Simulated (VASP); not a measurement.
# BaF2 (Frankdicksonite) (Fm-3m) in VASP: settings compared

Aim: see how the results for BaF2 (Frankdicksonite) move with the level of theory and the settings. Levels: LDA, PBE. Tasks: phonons, dielectric tensor.

Program: VASP 6.6.1. These are calculated values, not measurements. Logs are shortened: lines on timing, memory, paths and dates and some standing lists are left out, and cuts for length are marked.

### 1 Starting point

Symmetry: Fm-3m, No. 225, cubic system. The conventional cell has a = 6.087 Å, b = 6.087 Å, c = 6.087 Å, α = 90.00°, β = 90.00°, γ = 90.00°. Around Ba (site symmetry m-3m) lie 8 F at 2.64 Å. Around F (site symmetry -43m) lie 4 Ba at 2.64 Å.

### 2 Phonons, LDA, target pressure -1.5 GPa, at which the enthalpy is minimised

POSCAR

```
BaF2
1.0
   -0.0000000000      3.0437379868      3.0437379868
    3.0437379868      0.0000000000      3.0437379868
    3.0437379868      3.0437379868     -0.0000000000
  Ba              F
     1     2
Direct
     1.0000000000000000    1.0000000000000000    0.0000000000000000
     0.2500000000000000    0.2500000000000000    0.2500000000000000
     0.7500000000000000    0.7500000000000000    0.7500000000000000
```

INCAR.step1

```
  PREC = Accurate
  ENCUT = 600
  EDIFF = 1E-8
  ISMEAR = 0
  SIGMA = 0.03
  LREAL = F
  LASPH = T
  NELM = 80
  ALGO = Fast
  ISIF = 3
  LWAVE = F
  LCHARG = F
  GGA = CA
  PSTRESS = -15.0
  KPAR = 2
  IBRION = 2
  NSW = 40
  EDIFFG = -0.002
```

INCAR.step2

```
  PREC = Accurate
  ENCUT = 600
  EDIFF = 1E-8
  ISMEAR = 0
  SIGMA = 0.03
  LREAL = F
  LASPH = T
  NELM = 80
  ALGO = Fast
  ISIF = 2
  LWAVE = F
  LCHARG = F
  GGA = CA
  PSTRESS = -15.0
  KPAR = 2
  IBRION = 6
  NFREE = 2
  POTIM = 0.015
  NSW = 1
```

KPOINTS

```
regular mesh
0
Gamma
  8 8 8
```

Potentials or basis: VASP PAW LDA potentials, release 64 (Ba_sv, F).

On the command line:

```bash
> cat potpaw_LDA.64/Ba_sv/POTCAR potpaw_LDA.64/F/POTCAR > POTCAR
> cp INCAR.step1 INCAR
> mpirun -np 2 vasp_std > vasp.out
> cp CONTCAR POSCAR
> cp INCAR.step2 INCAR
> mpirun -np 2 vasp_std > vasp.out
```

OUTCAR:

```text
PREC = Accurate
   ENCUT = 600
   EDIFF = 1E-8
   ISMEAR = 0
   LREAL = F
   LASPH = T
   NELM = 80
   ISIF = 2
   GGA = CA
   PSTRESS = -15.0
   IBRION = 6
   NFREE = 2
   POTIM = 0.015
   NSW = 1

 ion  position               nearest neighbor table
   1  0.000  0.000  0.000-   3 2.66   3 2.66   3 2.66   2 2.66   3 2.66   2 2.66   2 2.66   2 2.66

   2  0.250  0.250  0.250-   1 2.66   1 2.66   1 2.66   1 2.66
   3  0.750  0.750  0.750-   1 2.66   1 2.66   1 2.66   1 2.66

  LATTYP: Found a face centered cubic cell.
 ALAT       =     6.1326430296

  Lattice vectors:

 A1 = (   0.0000000000,   3.0663215148,   3.0663215148)
 A2 = (   3.0663215148,   0.0000000000,   3.0663215148)
 A3 = (   3.0663215148,   3.0663215148,   0.0000000000)

Analysis of symmetry for initial positions (statically):
=====================================================================
 Subroutine PRICEL returns:
 Original cell was already a primitive cell.

 Routine SETGRP: Setting up the symmetry group for a
 face centered cubic supercell.

 Subroutine GETGRP returns: Found 48 space group operations
 (whereof 48 operations were pure point group operations)
 out of a pool of 48 trial point group operations.

The static configuration has the point symmetry O_h .

Analysis of symmetry for dynamics (positions and initial velocities):
=====================================================================
 Subroutine PRICEL returns:
 Original cell was already a primitive cell.

 Routine SETGRP: Setting up the symmetry group for a
 face centered cubic supercell.

 Subroutine GETGRP returns: Found 48 space group operations
 (whereof 48 operations were pure point group operations)
 out of a pool of 48 trial point group operations.

The dynamic configuration has the point symmetry O_h .

 Subroutine INISYM returns: Found 48 space group operations
 (whereof 48 operations are pure point group operations),
 and found     1 'primitive' translations

----------------------------------------------------------------------------------------

                                     Primitive cell

  volume of cell :      57.6611

  direct lattice vectors                    reciprocal lattice vectors
     0.000000000  3.066321515  3.066321515    -0.163061831  0.163061831  0.163061831
     3.066321515  0.000000000  3.066321515     0.163061831 -0.163061831  0.163061831
     3.066321515  3.066321515  0.000000000     0.163061831  0.163061831 -0.163061831

  length of vectors
     4.336433473  4.336433473  4.336433473     0.282431376  0.282431376  0.282431376

  position of ions in fractional coordinates (direct lattice)
     0.000000000  0.000000000  0.000000000
     0.250000000  0.250000000  0.250000000
     0.750000000  0.750000000  0.750000000

  ion indices of the primitive-cell ions
   primitive index   ion index
                 1           1
                 2           2
                 3           3

----------------------------------------------------------------------------------------

 KPOINTS: regular mesh

Automatic generation of k-mesh.
 Grid dimensions read from file:
 generate k-points for:    8    8    8

 Generating k-lattice:

  Cartesian coordinates                     Fractional coordinates (reciprocal lattice)
[... 53 lines left out ...]
   ICHARG =      2    charge: 1-file 2-atom 10-const
   ISPIN  =      1    spin polarized calculation?
   LNONCOLLINEAR =      F non collinear calculations
   LSORBIT =      F    spin-orbit coupling
   LASPH  =      T    aspherical Exc in radial PAW
   ENCUT  =  600.0 eV  44.10 Ry    6.64 a.u.   8.66  8.66  8.66*2*pi/ulx,y,z
   NELM   =     80;   NELMIN=  2; NELMDL=  0     # of ELM steps
   EDIFF  = 0.1E-07   stopping-criterion for ELM
   LREAL  =      F    real-space projection
   EDIFFG = 0.1E-06   stopping-criterion for IOM
   NSW    =     73    number of steps for IOM
   IBRION =      6    ionic relax: 0-MD 1-quasi-New 2-CG
   NFREE  =      2    steps in history (QN), initial steepest desc. (CG)
   ISIF   =      2    stress and relaxation
   ISYM   =      2    0-nonsym 1-usesym 2-fastsym
   POTIM  = 0.0150    time-step for ionic-motion
   TEBEG  =    0.0;   TEEND  =   0.0 temperature during run
   PSTRESS=  -15.0 pullay stress
   NELECT =      24.0000    total number of electrons
   NUPDOWN=      -1.0000    fix difference up-down
   EMIN   =  10.00;   EMAX   =-10.00  energy-range for DOS
   EFERMI =   0.00;   METHOD = LEGACY
   ISMEAR =     0;   SIGMA  =   0.03  broadening in eV -4-tet -1-fermi 0-gaus
   EFERMI_NEDOS =   21; number of points for ismear=-14 and -15
   IALGO  =     68    algorithm
   IMIX   =      4    mixing-type and parameters
     AMIX     =   0.40;   BMIX     =  1.00
     AMIX_MAG =   1.60;   BMIX_MAG =  1.00
  volume/ion in A,a.u.               =      19.22       129.71
  Fermi-wavevector in a.u.,A,eV,Ry     =   1.222318  2.309846 20.327939  1.494061
  Thomas-Fermi vector in A             =   2.357469
   LORBIT       =      0    0 simple, 1 ext, 2 COOP (PROOUT), +10 PAW based schemes
   GGA     = CA    functional components
   LHFCALC =     F    Hartree Fock is set to
   AEXX    =    0.0000 exact exchange contribution
   IVDW    =     0    specifies the selected vdW correction
   LEPSILON=     F    determine dielectric tensor
   LRPA    =     F    only Hartree local field effects (RPA)
 finite differences with symmetry
 non-spin polarized calculation
 RMM-DIIS sequential band-by-band and
 Gauss-broadening in eV      SIGMA  =   0.03
  energy-cutoff  :      600.00
  volume of cell :       57.66
 maximum number of plane-waves:      1964
   NGX = 17   NGY = 17   NGZ = 17

--------------------------------------- Ionic step        1  -------------------------------------------

 number of electron      23.9999988 magnetization

 Free energy of the ion-electron system (eV)
  ---------------------------------------------------
  ext. energy  EPLUGINS =         0.00000000
  ---------------------------------------------------
  free energy    TOTEN  =       -18.62592005 eV

  energy without entropy =      -18.62592005  energy(sigma->0) =      -18.62592005

------------------------ aborting loop because EDIFF is reached ----------------------------------------

  FORCE on cell =-STRESS in cart. coord.  units (eV):
  Direction    XX          YY          ZZ          XY          YZ          ZX
  --------------------------------------------------------------------------------------
  -------------------------------------------------------------------------------------
  Total       -0.5469175     -0.5469175     -0.5469175     -0.0000000      0.0000000      0.0000000
  in kB      -15.1967013    -15.1967013    -15.1967013     -0.0000000      0.0000000      0.0000000
  external PRESSURE =      -0.1967013 kB  Pullay stress =     -15.0000000 kB
[... 143 lines left out ...]
--------------------------------------- Ionic step        5  -------------------------------------------

 number of electron      23.9999992 magnetization

 Free energy of the ion-electron system (eV)
  ---------------------------------------------------
  ext. energy  EPLUGINS =         0.00000000
  ---------------------------------------------------
  free energy    TOTEN  =       -18.62555940 eV

  energy without entropy =      -18.62555940  energy(sigma->0) =      -18.62555940

 E-fermi :  -2.1047     XC(G=0):  -9.4852

 val. band max:       -2.3206236606   @ k =  -0.5000  -0.2500  -0.2500
 cond. band min:       4.1983218809   @ k =   0.0000   0.0000   0.0000
 fundamental gap:      6.5189455415
 Fermi energy:        -2.1046678435

 k-point     1 :       0.0000    0.0000    0.0000
  band No.  band energies     occupation
      1     -25.1699      2.00000
      2     -20.8783      2.00000
      3     -20.8002      2.00000
      4      -9.9904      2.00000
      5      -9.9868      2.00000
      6      -9.9837      2.00000
[... 433 lines left out ...]
      3     -21.0541      2.00000
      4     -10.3360      2.00000
      5     -10.1547      2.00000
      6     -10.1466      2.00000
[... 8 lines left out ...]
     15       7.2493      0.00000
     16       7.9991      0.00000

 [... further k-points ...]
[... 5 lines left out ...]
  --------------------------------------------------------------------------------------
  -------------------------------------------------------------------------------------
  Total       -0.5457581     -0.5457693     -0.5457693      0.0000000      0.0482290     -0.0000000
  in kB      -15.1644869    -15.1647973    -15.1647973      0.0000000      1.3400963     -0.0000000
  external PRESSURE =      -0.1646938 kB  Pullay stress =     -15.0000000 kB
[... 22 lines left out ...]
  energy  without entropy=      -18.6255594031  energy(sigma->0) =      -18.62555940

  enthalpy is  TOTEN    =       -19.1653977650 eV   P V=       -0.5398383619

 INTERNAL STRAIN TENSORS FROM DISPLACED ATOMS
 ============================================

 INTERNAL STRAIN TENSOR FOR ION    1 for displacements in x,y,z  (eV/Angst):
          X           Y           Z          XY          YZ          ZX
  --------------------------------------------------------------------------------
  x     0.00000     0.00000     0.00000     0.00000     0.00000     0.00000
  y     0.00000     0.00000     0.00000     0.00000     0.00000     0.00000
  z     0.00000     0.00000     0.00000     0.00000     0.00000     0.00000

 INTERNAL STRAIN TENSOR FOR ION    3 for displacements in x,y,z  (eV/Angst):
          X           Y           Z          XY          YZ          ZX
  --------------------------------------------------------------------------------
  x     0.00000    -0.00000    -0.00000    -0.00000     3.21618     0.00000
  y    -0.00000     0.00000    -0.00000     0.00000    -0.00000     3.21618
  z    -0.00000    -0.00000     0.00000     3.21618     0.00000     0.00000

 Eigenvectors and eigenvalues of the dynamical matrix
 ----------------------------------------------------

   1 f  =    7.520223 THz    47.250958 2PiTHz  250.847654 cm-1    31.101131 meV
             X         Y         Z           dx          dy          dz
      0.000000  0.000000  0.000000    -0.000000    0.000000   -0.000000
      1.533161  1.533161  1.533161    -0.654969    0.266488    0.000000
      4.599482  4.599482  4.599482     0.654969   -0.266488   -0.000000
[... 43 lines left out ...]
   9 f/i=    0.001746 THz     0.010969 2PiTHz    0.058234 cm-1     0.007220 meV
             X         Y         Z           dx          dy          dz
      0.000000  0.000000  0.000000     0.801919   -0.297347    0.227031
      1.533161  1.533161  1.533161     0.298485   -0.110677    0.084504
      4.599482  4.599482  4.599482     0.298485   -0.110677    0.084504

 ELASTIC MODULI CONTR FROM IONIC RELAXATION (kBar)
 Direction    XX          YY          ZZ          XY          YZ          ZX
 --------------------------------------------------------------------------------
 XX          -0.0000     -0.0000     -0.0000      0.0000     -0.0000      0.0000
 YY          -0.0000     -0.0000     -0.0000      0.0000      0.0000     -0.0000
 ZZ          -0.0000     -0.0000     -0.0000     -0.0000      0.0000      0.0000
 XY           0.0000      0.0000     -0.0000   -130.7584      0.0000     -0.0000
 YZ          -0.0000      0.0000      0.0000      0.0000   -130.7584      0.0000
 ZX           0.0000     -0.0000      0.0000     -0.0000      0.0000   -130.7584
 --------------------------------------------------------------------------------
```

It took 3.4 min on 2 MPI ranks of Intel Xeon Platinum 8488C (Sapphire Rapids), shared host; peak memory 0.29 GiB.

Results:

| Quantity | Value |
| --- | --- |
| Relaxed volume | 19.22 Å³/atom |
| Relaxed cell | a = 4.336 Å, b = 4.336 Å, c = 4.336 Å, α = 60.00°, β = 60.00°, γ = 60.00° |
| Space group after relaxing (to 0.05 Å) | Fm-3m (No. 225) |
| Highest phonon frequency at Γ, LO-TO splitting left out | 251 cm⁻¹ |

Step by step:
```
step  energy change (eV)  largest force (eV/Å)  pressure (GPa)  volume (Å³)
   1              0.0000                0.0000           -0.02        56.40
   2              0.0077                0.0000           -1.68        57.83
   3              0.0061                0.0000           -1.50        57.66
```

Final structure:
```
Ba F
1.0
     0.00000    3.06632    3.06632
     3.06632    0.00000    3.06632
     3.06632    3.06632    0.00000
Ba F
1 2
Direct
  0.00000 0.00000 0.00000
  0.25000 0.25000 0.25000
  0.75000 0.75000 0.75000
```

Phonon frequencies in cm⁻¹ (negative: imaginary):
```
              q point                    frequencies
(0.000, 0.000, 0.000)  0 0 0 194 194 194 251 251 251
```

Spin-orbit coupling is left out, which matters for the levels of Ba.

### 3 Dielectric tensor, LDA

This run uses another cell than the first one, of 19.22 Å³/atom, 1.022 times its volume.

INCAR

```
  PREC = Accurate
  ENCUT = 600
  EDIFF = 1E-8
  ISMEAR = 0
  SIGMA = 0.03
  LREAL = F
  LASPH = T
  NELM = 80
  ALGO = Fast
  ISIF = 2
  LWAVE = F
  LCHARG = F
  GGA = CA
  LEPSILON = T
  KPAR = 2
```

KPOINTS

```
regular mesh
0
Monkhorst-Pack
  12 12 12
```

POSCAR

```
BaF2                                    
1.0
   -0.0000000000      3.0663215148      3.0663215148
    3.0663215148      0.0000000000      3.0663215148
    3.0663215148      3.0663215148     -0.0000000000
  Ba              F             
     1     2
Direct
     0.0000000000000000    0.0000000000000000    0.0000000000000000
     0.2500000000000000    0.2500000000000000    0.2500000000000000
     0.7500000000000000    0.7500000000000000    0.7500000000000000
```

Potentials or basis: VASP PAW LDA potentials, release 64 (Ba_sv, F).

On the command line:

```bash
> cat potpaw_LDA.64/Ba_sv/POTCAR potpaw_LDA.64/F/POTCAR > POTCAR
> mpirun -np 2 vasp_std > vasp.out
```

OUTCAR:

```text
PREC = Accurate
   ENCUT = 600
   EDIFF = 1E-8
   ISMEAR = 0
   LREAL = F
   LASPH = T
   NELM = 80
   ISIF = 2
   GGA = CA
   LEPSILON = T

 ion  position               nearest neighbor table
   1  0.000  0.000  0.000-   3 2.66   3 2.66   3 2.66   2 2.66   2 2.66   2 2.66   3 2.66   2 2.66

   2  0.250  0.250  0.250-   1 2.66   1 2.66   1 2.66   1 2.66
   3  0.750  0.750  0.750-   1 2.66   1 2.66   1 2.66   1 2.66

  LATTYP: Found a face centered cubic cell.
 ALAT       =     6.1326430296

  Lattice vectors:

 A1 = (   0.0000000000,   3.0663215148,   3.0663215148)
 A2 = (   3.0663215148,   0.0000000000,   3.0663215148)
 A3 = (   3.0663215148,   3.0663215148,   0.0000000000)

Analysis of symmetry for initial positions (statically):
[... 712 lines left out ...]
 ------------------------------------------------------
           2.421027    -0.000000     0.000000
          -0.000000     2.421027     0.000000
           0.000000     0.000000     2.421027
 ------------------------------------------------------

 PIEZOELECTRIC TENSOR (including local field effects)  for field in x, y, z        (e  Angst)
          XX          YY          ZZ          XY          YZ          ZX
  --------------------------------------------------------------------------------
  x     0.00000     0.00000     0.00000     0.00000     0.00000     0.00000
  y     0.00000     0.00000     0.00000     0.00000     0.00000     0.00000
  z     0.00000     0.00000     0.00000     0.00000     0.00000     0.00000

 PIEZOELECTRIC TENSOR (including local field effects)  for field in x, y, z        (C/m^2)
          XX          YY          ZZ          XY          YZ          ZX
  --------------------------------------------------------------------------------
  x     0.00000     0.00000     0.00000     0.00000     0.00000     0.00000
  y     0.00000     0.00000     0.00000     0.00000     0.00000     0.00000
  z     0.00000     0.00000     0.00000     0.00000     0.00000     0.00000

 BORN EFFECTIVE CHARGES (including local field effects) (in |e|, cummulative output)
 ---------------------------------------------------------------------------------
 ion    1
    1     2.58810     0.00000     0.00000
    2     0.00000     2.58810     0.00000
    3     0.00000     0.00000     2.58810
 ion    2
    1    -1.29405     0.00000     0.00000
    2     0.00000    -1.29405     0.00000
    3     0.00000     0.00000    -1.29405
 ion    3
    1    -1.29405     0.00000     0.00000
    2     0.00000    -1.29405     0.00000
    3     0.00000     0.00000    -1.29405
```

stdout:

```text
POSCAR found type information on POSCAR BaF
 POSCAR found :  2 types and       3 ions
 scaLAPACK will be used
 LDA part: xc-table for (Slater(with rela. corr.)+CA(PZ))
 , standard interpolation
 -----------------------------------------------------------------------------
|                                                                             |
|           W    W    AA    RRRRR   N    N  II  N    N   GGGG   !!!           |
[... 48 lines left out ...]
  Direction:   1
 dielectric tensor                  component  1 :     2.421     0.000    -0.000
 Linear response to external field, progress :
  Direction:   2
 dielectric tensor                  component  2 :     0.000     2.421    -0.000
 Linear response to external field, progress :
  Direction:   3
 dielectric tensor                  component  3 :    -0.001     0.001     2.421
 Born effective charges drift removed
```

It took 17 min on 2 MPI ranks of Intel Xeon Platinum 8488C (Sapphire Rapids), shared host; peak memory 1.2 GiB.

Results:

| Property | Result |
| --- | --- |
| Electronic dielectric tensor (diagonal) | 2.42 |
| Born charges (mean of the diagonal) | Ba +2.59; F -1.29 e |

Levels at points of the mesh, in eV from the valence-band top:
| k point | band 8 | band 9 | band 10 | band 11 | band 12 | band 13 | band 14 | band 15 | band 16 |
| --- | --- | --- | --- | --- | --- | --- | --- | --- | --- |
| (0.04, 0.04, 0.04) | -1.65 | -1.64 | -0.12 | -0.11 | -0.11 | 6.56 | 9.18 | 9.18 | 11.55 |

Electronic dielectric tensor:
```
2.42 0.00 0.00
0.00 2.42 0.00
0.00 0.00 2.42
```

Born effective charge tensors (e):
atom 1, Ba
```
2.59 0.00 0.00
0.00 2.59 0.00
0.00 0.00 2.59
```
atom 2, F
```
-1.29  0.00  0.00
 0.00 -1.29  0.00
 0.00  0.00 -1.29
```
atom 3, F
```
-1.29  0.00  0.00
 0.00 -1.29  0.00
 0.00  0.00 -1.29
```

Spin-orbit coupling is left out, which matters for the levels of Ba.

(Continued in part 2 of 3.)
